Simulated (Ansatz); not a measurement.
Stability test of a Be cell

Method: DFT PBEsol, scalar-relativistic, plane waves, PAW (Ansatz 0.2.0). Cutoff 420 eV; k points 24×24×8 on the computed 4-atom cell (Γ-centred); Gaussian smearing, width 0.10 eV; no spin polarisation.

The cell below (4 atoms, P6_3/mmc (No. 194)) is relaxed within its symmetry. It is a trial structure, and others of Be can lie lower.

```
CELL_PARAMETERS angstrom
2.24717 0.00000 0.00000
-1.12359 1.94611 0.00000
0.00000 0.00000 7.16026
ATOMIC_POSITIONS crystal
Be 0.00000 0.00000 0.00000
Be 0.00000 0.00000 0.50000
Be 0.33333 0.66667 0.75000
Be 0.66667 0.33333 0.25000
```

For the test a repeat of it with 8 atoms was strained at random by about 1.5 %, the atoms were moved at random (σ = 0.15 Å), and all was relaxed without symmetry on a coarse k mesh with 0.1 eV smearing.

For metals, differences of a few meV/atom aren't resolved.

(1) What happens?

Answers

(1) It returns to P6_3/mmc (No. 194), within 1 meV/atom of the start's energy. No instability shows in this cell, though one random start can't exclude a very soft mode.